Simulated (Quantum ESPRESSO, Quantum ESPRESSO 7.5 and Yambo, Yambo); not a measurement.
**LiH (Fm-3m): G0W0 on several meshes in Yambo**

Aim: the GW shift of LiH (Fm-3m) against the k mesh.

Main program and level: Quantum ESPRESSO 7.5 and Yambo 5.3.0; PBE and many-body steps on it, plane waves.

Report form: the programs' logs are mostly left out.

The database entry behind the starting cell differs from later determinations by our own check (the deuteride, about 0.2 % short), so it need not match the best structure at ambient conditions.

## Step 1: Starting point

Symmetry: Fm-3m, No. 225, cubic system. The conventional cell has a = 4.074 Å, b = 4.074 Å, c = 4.074 Å, α = 90.00°, β = 90.00°, γ = 90.00°. Li has 6 H at 2.04 Å nearest. Nearest to H lie 6 Li at 2.04 Å. Farther neighbours are not listed.

The cell and positions come from the Crystallography Open Database and are kept as given unless a step says otherwise.

## Step 2: Empty states on the mesh, 2×2×2 mesh, 52 bands

This step: Quantum ESPRESSO 7.5; DFT, PBE, plane waves, norm-conserving pseudopotentials.

The sums over transitions need many empty states on a uniform mesh; this step solves for them.

Input file pw.in:

```
&control
  calculation = 'nscf'
  prefix = 'x'
  outdir = 'o'
  pseudo_dir = 'pseudo'
/
&system
  ibrav = 0
  nat = 2
  ntyp = 2
  ecutwfc = 66.0
  nbnd = 52
  force_symmorphic = .true.
/
&electrons
  conv_thr = 1e-9
  electron_maxstep = 80
  diago_full_acc = .true.
  diago_thr_init = 5e-6
/
ATOMIC_SPECIES
  Li 6.94 Li.upf
  H 1.008 H.upf
CELL_PARAMETERS angstrom
  0.0000000000 2.0367500000 2.0367500000
  2.0367500000 -0.0000000000 2.0367500000
  2.0367500000 2.0367500000 -0.0000000000
ATOMIC_POSITIONS crystal
  Li 0.0000000000 0.0000000000 0.0000000000
  H 0.5000000000 0.5000000000 0.5000000000
K_POINTS automatic
  2 2 2 0 0 0
```

The run is started by

```console
$ OMP_NUM_THREADS=1 mpirun -n 8 pw.x -nk 4 -in pw.in > pw.out
```

Run time: 0.87 s. Hardware: 8 MPI ranks of Arm Neoverse V1, shared host; peak memory 0.05 GiB.

Numbers from this step:

| Property | Result |
| --- | --- |
| gap | 3.022 eV |
| k of the valence top | 0, -0.5, -0.5 |
| k of the conduction bottom | 0, -0.5, -0.5 |
| least direct gap | 3.022 eV |
| k points computed | 3 |
| lowest point of the top converged band, above the valence top | 96.0278 eV |

On this mesh the gap is 3.022 eV.

The density comes from a self-consistent run that is not shown.

## Step 3: Conversion and set-up

This step: Yambo 5.3.0; conversion and set-up on PBE, plane waves, norm-conserving pseudopotentials.

The states are converted to the many-body program's format and the q mesh is built.

The run is started by

```console
$ (cd o/x.save; p2y > p2y.log; mv SAVE ../..); yambo > setup.log
```

It took 1.6 s on 1 MPI rank; peak memory 0.23 GiB.

## Step 4: 2×2×2

Now the one-shot GW correction: screening in the RPA, then the self-energy of the levels asked for.

This step: G0W0 on PBE, plane waves, norm-conserving pseudopotentials.

Input file gw13.in:

```
HF_and_locXC
gw0
dyson
ppa
em1d
rim_cut
RandQpts= 1000000
RandGvec= 1 RL
EXXRLvcs= 66 Ry
VXCRLvcs= 264 Ry
Chimod= "HARTREE"
% BndsRnXp
 1 | 52 |
%
NGsBlkXp= 15.5 Ry
% LongDrXp
 1 | 1 | 1 |
%
% GbndRnge
 1 | 52 |
%
DysSolver= "n"
ExtendOut
PPAPntXp= 27.21138 eV
% QPkrange
 3 | 3 | 1 | 4 |
 1 | 1 | 1 | 4 |
%
```

The run is started by

```console
$ OMP_NUM_THREADS=1 mpirun -n 8 yambo -F gw13.in -J gw13 -C gw13 > gw13.log
```

Elapsed: 2.9 s, on 8 MPI ranks; peak memory 1.9 GiB.

Numbers from this step:

| Quantity | Value |
| --- | --- |
| G0W0 gap on the points computed | 4.214 eV |
| starting gap on the mesh | 3.022 eV |
| k of the valence top | 0, -0.5, -0.5 |
| k of the conduction bottom | 0, -0.5, -0.5 |
| least direct G0W0 gap on the computed points | 4.214 eV |
| Z at the valence top | 0.7751 |
| Z at the conduction bottom | 0.7991 |

The gap on the mesh goes from 3.02 eV to 4.21 eV, a correction of +1.19 eV.

## Step 5: Empty states on the mesh, 6×6×6 mesh, 52 bands

This step: Quantum ESPRESSO 7.5; DFT, PBE, plane waves, norm-conserving pseudopotentials.

pw.in, as its differences from that of step 2:

```diff
@@ -31,2 +31,2 @@
 K_POINTS automatic
-  2 2 2 0 0 0
+  6 6 6 0 0 0
```

The run is started by

```console
$ OMP_NUM_THREADS=1 mpirun -n 8 pw.x -nk 4 -in pw.in > pw.out
```

Elapsed: 1.4 s, on 8 MPI ranks; peak memory 0.05 GiB; 11 s of CPU time.

Numbers from this step:

```yaml
gap: 3.022 eV
k_of_the_valence_top: 0, -0.5, -0.5
k_of_the_conduction_bottom: 0, -0.5, -0.5
least_direct_gap: 3.022 eV
k_points_computed: 16
lowest_point_of_the_top_converged_band_above_the_valence_top: 96.0278 eV
```

On this mesh the gap is 3.022 eV.

## Step 6: Conversion and set-up

This step: Yambo 5.3.0; conversion and set-up on PBE, plane waves, norm-conserving pseudopotentials.

The run is started by

```console
$ (cd o/x.save; p2y > p2y.log; mv SAVE ../..); yambo > setup.log
```

Run time: 1.7 s. Hardware: 1 MPI rank; peak memory 0.23 GiB.

## Step 7: 6×6×6

This step: G0W0 on PBE, plane waves, norm-conserving pseudopotentials.

gw14.in, as its differences from gw13.in of step 4:

```diff
@@ -25,3 +25,3 @@
 % QPkrange
- 3 | 3 | 1 | 4 |
+ 13 | 13 | 1 | 4 |
  1 | 1 | 1 | 4 |
```

The run is started by

```console
$ OMP_NUM_THREADS=1 mpirun -n 8 yambo -F gw14.in -J gw14 -C gw14 > gw14.log
```

Run time: 19 s. Hardware: 8 MPI ranks; peak memory 2.2 GiB; 2.4 min of CPU time.

This step gave:

* G0W0 gap on the points computed: 4.935 eV
* starting gap on the mesh: 3.022 eV
* k of the valence top: 0, -0.5, -0.5
* k of the conduction bottom: 0, -0.5, -0.5
* least direct G0W0 gap on the computed points: 4.935 eV
* Z at the valence top: 0.7808
* Z at the conduction bottom: 0.8185

Against G0W0 in Yambo (2×2×2 mesh, 52 bands, screening to 210.9 eV, Godby-Needs plasmon pole), the gap moves by +0.722 eV.

## Step 8: Empty states on the mesh, 8×8×8 mesh, 52 bands

This step: Quantum ESPRESSO 7.5; DFT, PBE, plane waves, norm-conserving pseudopotentials.

pw.in, as its differences from that of step 5:

```diff
@@ -31,2 +31,2 @@
 K_POINTS automatic
-  6 6 6 0 0 0
+  8 8 8 0 0 0
```

The run is started by

```console
$ OMP_NUM_THREADS=1 mpirun -n 8 pw.x -nk 4 -in pw.in > pw.out
```

Wall time 2.1 s (8 MPI ranks); peak memory 0.32 GiB.

This step gave:

| Property | Result |
| --- | --- |
| gap | 3.022 eV |
| k of the valence top | 0, -0.5, -0.5 |
| k of the conduction bottom | 0, -0.5, -0.5 |
| least direct gap | 3.022 eV |
| k points computed | 29 |
| lowest point of the top converged band, above the valence top | 96.0278 eV |

On this mesh the gap is 3.022 eV.

## Step 9: Conversion and set-up

This step: Yambo 5.3.0; conversion and set-up on PBE, plane waves, norm-conserving pseudopotentials.

The run is started by

```console
$ (cd o/x.save; p2y > p2y.log; mv SAVE ../..); yambo > setup.log
```

Elapsed: 1.9 s, on 1 MPI rank; peak memory 0.23 GiB.

## Step 10: 8×8×8

This step: G0W0 on PBE, plane waves, norm-conserving pseudopotentials.

gw15.in, as its differences from gw14.in of step 7:

```diff
@@ -25,3 +25,3 @@
 % QPkrange
- 13 | 13 | 1 | 4 |
+ 21 | 21 | 1 | 4 |
  1 | 1 | 1 | 4 |
```

The run is started by

```console
$ OMP_NUM_THREADS=1 mpirun -n 8 yambo -F gw15.in -J gw15 -C gw15 > gw15.log
```

It took 49 s on 8 MPI ranks; peak memory 2.4 GiB.

This step gave:

* G0W0 gap on the points computed: 4.940 eV
* starting gap on the mesh: 3.022 eV
* k of the valence top: 0, -0.5, -0.5
* k of the conduction bottom: 0, -0.5, -0.5
* least direct G0W0 gap on the computed points: 4.940 eV

Against G0W0 in Yambo (2×2×2 mesh, 52 bands, screening to 210.9 eV, Godby-Needs plasmon pole), the gap moves by +0.726 eV.

## Step 11: The runs together

Times are wall times on 8 MPI ranks of Arm Neoverse V1, shared host, good to a factor of about two.

```csv
run,mesh,bands,screening cutoff (eV),DFT gap (eV),gap on the mesh (eV),direct (eV),time
2×2×2,2×2×2,52,210.9,3.022,4.214,4.214,2.9 s
6×6×6,6×6×6,52,210.9,3.022,4.935,4.935,19 s
8×8×8,8×8×8,52,210.9,3.022,4.940,4.940,49 s
```

## Step 12: Results

```
2×2×2        : 4.214 eV
6×6×6        : 4.935 eV
8×8×8        : 4.940 eV
known limits : not at the basis limit; coarse k mesh
```

**Reading.** 6×6×6: +0.722 eV against 2×2×2. 8×8×8: +0.726 eV against 2×2×2. Bands and cutoff are finite, so the gap is not at the basis limit. The miss can reach some tenths of an eV and take either sign; the mesh is an error of its own. In the G0W0 runs levels were corrected at 2 k points alone, so a gap called «on the mesh» is the least over those, and an edge elsewhere would be missed. The 2×2×2 mesh is coarse for this cell, which bears on the long-range parts of exchange and screening.

[Paths, hosts, dates, memory and timing lines, banners, echoed tables and standing remarks are left out of the program output.]

[Logs are printed without paths, hosts, clocks, repeated set-up lines and the standing remarks that a program may print on its own settings, such as how far it seeks lower states.]

[Runs of the session that timed out or met a known fault of the program may be left out.]

[Hosts, paths, dates, database ids (printed as entryN), source tags and the programs' standing remarks are cut or masked in the printed files.]
